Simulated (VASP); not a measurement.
# TiH2 (I4/mmm) in VASP: single point with HSE06

Aim: the single point of TiH2 with HSE06.

All numbers are computed with VASP 6.6.1; they aren't measurements. Logs are shortened: lines on timing, memory, paths and dates and some standing lists are left out, and cuts for length are marked.

## 1. Starting point

It takes space group I4/mmm (No. 139, tetragonal). Conventional cell: a = 3.177 Å, b = 3.177 Å, c = 4.140 Å, α = 90.00°, β = 90.00°, γ = 90.00°. Ti (site symmetry 4/mmm) is surrounded by 8 H at 1.90 Å. H (site symmetry -4m2) has 4 Ti at 1.90 Å and 2 H at 2.07 Å as nearest neighbours.

The cell comes from a database or a generator and needn't be the stable form of this composition.

## 2. Single point, HSE06

Contents of POSCAR:

```
TiH2
1.0
   -1.5885800000      1.5885800000      2.0698700000
    1.5885800000     -1.5885800000      2.0698700000
    1.5885800000      1.5885800000     -2.0698700000
Ti H
1 2
Direct
    0.0000000000      0.0000000000      0.0000000000
    0.2500000000      0.7500000000      0.5000000000
    0.7500000000      0.2500000000      0.5000000000
```

Contents of INCAR.step1:

```
PREC = Accurate
ENCUT = 520
EDIFF = 1E-5
ISMEAR = 0
SIGMA = 0.1
LREAL = False
LASPH = True
NELM = 100
ALGO = Normal
ISIF = 2
LWAVE = True
LCHARG = False
GGA = PE
```

Contents of INCAR.step2:

```
PREC = Accurate
ENCUT = 520
EDIFF = 1E-7
ISMEAR = 0
SIGMA = 0.1
LREAL = False
LASPH = True
NELM = 100
ALGO = Normal
ISIF = 2
LWAVE = False
LCHARG = False
GGA = PE
LHFCALC = True
HFSCREEN = 0.2
PRECFOCK = Fast
ISTART = 1
```

Contents of KPOINTS:

```
regular mesh
0
Gamma
  8 8 8
```

Potentials or basis: VASP PAW PBE potentials, release 64 (Ti_sv, H).

Run with:

```
$ cat potpaw_PBE.64/Ti_sv/POTCAR potpaw_PBE.64/H/POTCAR > POTCAR
$ cp INCAR.step1 INCAR
$ mpirun -np 1 vasp_std > vasp.out
$ cp INCAR.step2 INCAR
$ mpirun -np 1 vasp_std > vasp.out
```

OUTCAR:

```text
PREC = Accurate
   ENCUT = 520
   EDIFF = 1E-7
   ISMEAR = 0
   LREAL = False
   LASPH = True
   NELM = 100
   ISIF = 2
   GGA = PE
   LHFCALC = True
   HFSCREEN = 0.2
   PRECFOCK = Fast
   ISTART = 1

 ion  position               nearest neighbor table
   1  0.000  0.000  0.000-   3 1.90   2 1.90   3 1.90   2 1.90   2 1.90   3 1.90   2 1.90   3 1.90

   2  0.250  0.750  0.500-   1 1.90   1 1.90   1 1.90   1 1.90
   3  0.750  0.250  0.500-   1 1.90   1 1.90   1 1.90   1 1.90

  LATTYP: Found a body centered tetragonal cell.
 ALAT       =     3.1771600000
 C/A-ratio  =     1.3029686890

  Lattice vectors:

 A1 = (  -1.5885800000,   1.5885800000,   2.0698700000)
 A2 = (   1.5885800000,  -1.5885800000,   2.0698700000)
 A3 = (   1.5885800000,   1.5885800000,  -2.0698700000)

Analysis of symmetry for initial positions (statically):
=====================================================================
 Subroutine PRICEL returns:
 Original cell was already a primitive cell.

 Routine SETGRP: Setting up the symmetry group for a
 body centered tetragonal supercell.

 Subroutine GETGRP returns: Found 16 space group operations
 (whereof 16 operations were pure point group operations)
 out of a pool of 16 trial point group operations.

The static configuration has the point symmetry D_4h.

Analysis of symmetry for dynamics (positions and initial velocities):
=====================================================================
 Subroutine PRICEL returns:
 Original cell was already a primitive cell.

 Routine SETGRP: Setting up the symmetry group for a
 body centered tetragonal supercell.

 Subroutine GETGRP returns: Found 16 space group operations
 (whereof 16 operations were pure point group operations)
 out of a pool of 16 trial point group operations.

The dynamic configuration has the point symmetry D_4h.

 Subroutine INISYM returns: Found 16 space group operations
 (whereof 16 operations are pure point group operations),
 and found     1 'primitive' translations

----------------------------------------------------------------------------------------

                                     Primitive cell

  volume of cell :      20.8940

  direct lattice vectors                    reciprocal lattice vectors
    -1.588580000  1.588580000  2.069870000     0.000000000  0.314746503  0.241561064
     1.588580000 -1.588580000  2.069870000     0.314746503  0.000000000  0.241561064
     1.588580000  1.588580000 -2.069870000     0.314746503  0.314746503  0.000000000

  length of vectors
     3.054756070  3.054756070  3.054756070     0.396758250  0.396758250  0.445118773

  position of ions in fractional coordinates (direct lattice)
     0.000000000  0.000000000  0.000000000
     0.250000000  0.750000000  0.500000000
     0.750000000  0.250000000  0.500000000

  ion indices of the primitive-cell ions
   primitive index   ion index
                 1           1
                 2           2
                 3           3

----------------------------------------------------------------------------------------

 KPOINTS: regular mesh

Automatic generation of k-mesh.
 Grid dimensions read from file:
 generate k-points for:    8    8    8

 Generating k-lattice:

  Cartesian coordinates                     Fractional coordinates (reciprocal lattice)
     0.000000000  0.039343313  0.030195133     0.125000000  0.000000000  0.000000000
     0.039343313  0.000000000  0.030195133     0.000000000  0.125000000  0.000000000
     0.039343313  0.039343313  0.000000000     0.000000000  0.000000000  0.125000000

  Length of vectors
     0.049594781  0.049594781  0.055639847

  Shift w.r.t. Gamma in fractional coordinates (k-lattice)
     0.000000000  0.000000000  0.000000000

 Subroutine IBZKPT returns following result:
 ===========================================

 Found     59 irreducible k-points:

 Following reciprocal coordinates:
            Coordinates               Weight
  0.000000  0.000000  0.000000      1.000000
  0.125000  0.000000  0.000000      8.000000
  0.250000  0.000000  0.000000      8.000000
  0.375000  0.000000 -0.000000      8.000000
  0.500000  0.000000  0.000000      4.000000
  0.125000  0.125000  0.000000      8.000000
[... 16 lines left out ...]
  0.250000  0.125000  0.125000     16.000000
  0.375000  0.125000  0.125000      8.000000
 [... further k-points ...]
   k-points           NKPTS =     59   k-points in BZ     NKDIM =    512   number of bands    NBANDS=     11
   number of dos      NEDOS =    301   number of ions     NIONS =      3
   total plane-waves  NPLWV =  13824
   dimension x,y,z NGX =    24 NGY =   24 NGZ =   24
   dimension x,y,z NGXF=    48 NGYF=   48 NGZF=   48
   ions per type =               1   2
   NGX,Y,Z   is equivalent  to a cutoff of  13.06, 13.06, 13.06 a.u.
   NGXF,Y,Z  is equivalent  to a cutoff of  26.12, 26.12, 26.12 a.u.
 SYSTEM =  unknown system
   PREC   = accura    normal or accurate (medium, high low for compatibility)
   ISTART =      1    job   : 0-new  1-cont  2-samecut
   ICHARG =      0    charge: 1-file 2-atom 10-const
   ISPIN  =      1    spin polarized calculation?
   LNONCOLLINEAR =      F non collinear calculations
   LSORBIT =      F    spin-orbit coupling
   LASPH  =      T    aspherical Exc in radial PAW
   ENCUT  =  520.0 eV  38.22 Ry    6.18 a.u.   5.68  5.68  5.68*2*pi/ulx,y,z
   NELM   =    100;   NELMIN=  2; NELMDL=  0     # of ELM steps
   EDIFF  = 0.1E-06   stopping-criterion for ELM
   LREAL  =      F    real-space projection
   EDIFFG = 0.1E-05   stopping-criterion for IOM
   NSW    =      0    number of steps for IOM
   IBRION =     -1    ionic relax: 0-MD 1-quasi-New 2-CG
   NFREE  =      0    steps in history (QN), initial steepest desc. (CG)
   ISIF   =      2    stress and relaxation
   ISYM   =      3    0-nonsym 1-usesym 2-fastsym
   POTIM  = 0.5000    time-step for ionic-motion
   TEBEG  =    0.0;   TEEND  =   0.0 temperature during run
   PSTRESS=    0.0 pullay stress
   NELECT =      14.0000    total number of electrons
   NUPDOWN=      -1.0000    fix difference up-down
   EMIN   =  10.00;   EMAX   =-10.00  energy-range for DOS
   EFERMI =   0.00;   METHOD = LEGACY
   ISMEAR =     0;   SIGMA  =   0.10  broadening in eV -4-tet -1-fermi 0-gaus
   EFERMI_NEDOS =   21; number of points for ismear=-14 and -15
   IALGO  =     38    algorithm
   IMIX   =      1    mixing-type and parameters
     AMIX     =   0.40;   BMIX     =  1.00
     AMIX_MAG =   1.60;   BMIX_MAG =  1.00
  volume/ion in A,a.u.               =       6.96        47.00
  Fermi-wavevector in a.u.,A,eV,Ry     =   1.432552  2.707131 27.921952  2.052206
  Thomas-Fermi vector in A             =   2.552167
   LORBIT       =      0    0 simple, 1 ext, 2 COOP (PROOUT), +10 PAW based schemes
   GGA     = PE    functional components
   LHFCALC =     T    Hartree Fock is set to
   PRECFOCK=fast      Normal, Fast or Accurate (Low or Medium for compatibility)
   ENCUT4O =  -1.0   cutoff for four orbital integrals eV
   NKREDX  =     1    reduce k-point grid by
   NKREDY  =     1    reduce k-point grid by
   NKREDZ  =     1    reduce k-point grid by
   AEXX    =    0.2500 exact exchange contribution
   HFSCREEN=    0.2000 screening length (either q_TF or 0.3 A-1)
   HFSCREENC=   0.2000 screening length for correlation (either q_TF or 0.3 A-1)
   ENCUTFOCK=  -1.0 apply spherical cutoff to Coloumb kernel
   IVDW    =     0    specifies the selected vdW correction
   LEPSILON=     F    determine dielectric tensor
   LRPA    =     F    only Hartree local field effects (RPA)
 non-spin polarized calculation
 Gauss-broadening in eV      SIGMA  =   0.10
  energy-cutoff  :      520.00
  volume of cell :       20.89
 maximum number of plane-waves:       588
  NGX = 16; NGY = 16; NGZ = 16

 number of electron      13.9999998 magnetization

 Free energy of the ion-electron system (eV)
  ---------------------------------------------------
  ext. energy  EPLUGINS =         0.00000000
  ---------------------------------------------------
  free energy    TOTEN  =       -18.96142916 eV

  energy without entropy =      -18.95844205  energy(sigma->0) =      -18.95993560

 E-fermi :   8.3724     XC(G=0):  -9.6282

 val. band max:        8.3346560746   @ k =  -0.1250   0.1250   0.0000
 cond. band min:       8.4200213410   @ k =  -0.1250  -0.2500   0.1250
 fundamental gap:      0.0853652664
 Fermi energy:         8.3724394345

 k-point     1 :       0.0000    0.0000    0.0000
  band No.  band energies     occupation
      1     -53.8927      2.00000
      2     -28.3154      2.00000
      3     -28.2837      2.00000
      4     -28.2837      2.00000
      5      -4.2005      2.00000
      6       7.9531      2.00000
      7       7.9531      2.00000
      8       8.6439      0.00012
      9       8.9090      0.00000
     10       9.7569      0.00000
     11      10.8185      0.00000

 k-point     2 :       0.1250    0.0000    0.0000
  band No.  band energies     occupation
      1     -53.8815      2.00000
      2     -28.3771      2.00000
      3     -28.3040      2.00000
      4     -28.2962      2.00000
      5      -3.7630      2.00000
      6       5.7796      2.00000
      7       8.1125      1.99976
      8       8.7410      0.00000
      9       9.6931      0.00000
     10      10.6611      0.00000
     11      11.4405      0.00000

 k-point     3 :       0.2500    0.0000    0.0000
  band No.  band energies     occupation
      1     -53.8544      2.00000
      2     -28.5597      2.00000
      3     -28.3260      2.00000
      4     -28.3169      2.00000
      5      -2.5965      2.00000
      6       3.7332      2.00000
      7       8.0903      1.99993
      8       9.0512      0.00000
      9      10.0702      0.00000
     10      10.5730      0.00000
     11      13.8070      0.00000
[... 267 lines left out ...]
 k-point    23 :       0.2500    0.1250    0.1250
  band No.  band energies     occupation
      1     -53.8152      2.00000
      2     -28.7001      2.00000
      3     -28.4471      2.00000
      4     -28.3785      2.00000
      5      -0.3139      2.00000
      6       1.9490      2.00000
      7       6.6574      2.00000
      8       9.6746      0.00000
      9      10.6901      0.00000
     10      11.9077      0.00000
     11      14.6663      0.00000

 k-point    24 :       0.3750    0.1250    0.1250
  band No.  band energies     occupation
      1     -53.8063      2.00000
      2     -28.7328      2.00000
      3     -28.4781      2.00000
      4     -28.3870      2.00000
      5       0.3654      2.00000
      6       1.6301      2.00000
      7       6.3994      2.00000
      8       9.5457      0.00000
      9      11.2379      0.00000
     10      12.1906      0.00000
     11      13.8458      0.00000

 [... further k-points ...]
[... 5 lines left out ...]
  --------------------------------------------------------------------------------------
  -------------------------------------------------------------------------------------
  Total        0.2258050      0.2258050     -0.3626973      0.0000000     -0.0000000      0.0000000
  in kB       17.3150154     17.3150154    -27.8120901      0.0000000     -0.0000000      0.0000000
  external PRESSURE =       2.2726469 kB  Pullay stress =       0.0000000 kB

 VOLUME and BASIS-vectors are now :
 -----------------------------------------------------------------------------
  energy-cutoff  :      520.00
  volume of cell :       20.89
      direct lattice vectors                 reciprocal lattice vectors
    -1.588580000  1.588580000  2.069870000     0.000000000  0.314746503  0.241561064
     1.588580000 -1.588580000  2.069870000     0.314746503  0.000000000  0.241561064
     1.588580000  1.588580000 -2.069870000     0.314746503  0.314746503  0.000000000

 POSITION                                       TOTAL-FORCE (eV/Angst)
 -----------------------------------------------------------------------------------
      0.00000      0.00000      0.00000        -0.000000     -0.000000     -0.000000
      1.58858      0.00000      1.03493         0.000000     -0.000000      0.000000
      0.00000      1.58858      1.03493         0.000000      0.000000     -0.000000
 -----------------------------------------------------------------------------------
    total drift:                               -0.000000      0.000000      0.000000

  FREE ENERGIE OF THE ION-ELECTRON SYSTEM (eV)
  ---------------------------------------------------
  free  energy   TOTEN  =       -18.9614291566 eV

  energy  without entropy=      -18.9584420457  energy(sigma->0) =      -18.95993560
```

Run time: 63 min. Hardware: 1 thread of Intel Xeon Platinum 8488C (Sapphire Rapids), shared host; peak memory 0.27 GiB.

Results:

- Free energy: -18.9614 eV
- Pressure: 0.2 GPa
- Band gap on the k mesh: none (metal or under the smearing width)

Stress tensor (GPa, compression positive):
```
 1.73  0.00  0.00
 0.00  1.73  0.00
 0.00  0.00 -2.78
```

Levels at points of the mesh, in eV from the Fermi level:
```tsv
k point	band 4	band 5	band 6	band 7	band 8	band 9	band 10	band 11
(0.00, 0.00, 0.00)	-36.66	-12.57	-0.42	-0.42	0.27	0.54	1.38	2.45
(0.50, 0.00, 0.00)	-36.70	-8.85	-6.45	-0.78	0.48	2.99	3.11	5.85
(0.50, 0.50, 0.00)	-36.76	-7.00	-6.92	-4.06	3.10	3.16	3.41	7.71
(0.50, 0.50, 0.50)	-36.86	-7.74	-5.64	-3.75	2.92	3.20	3.20	7.42
```

Caveat: the PAW data sets were made with another functional, which shifts forces and pressure a little.
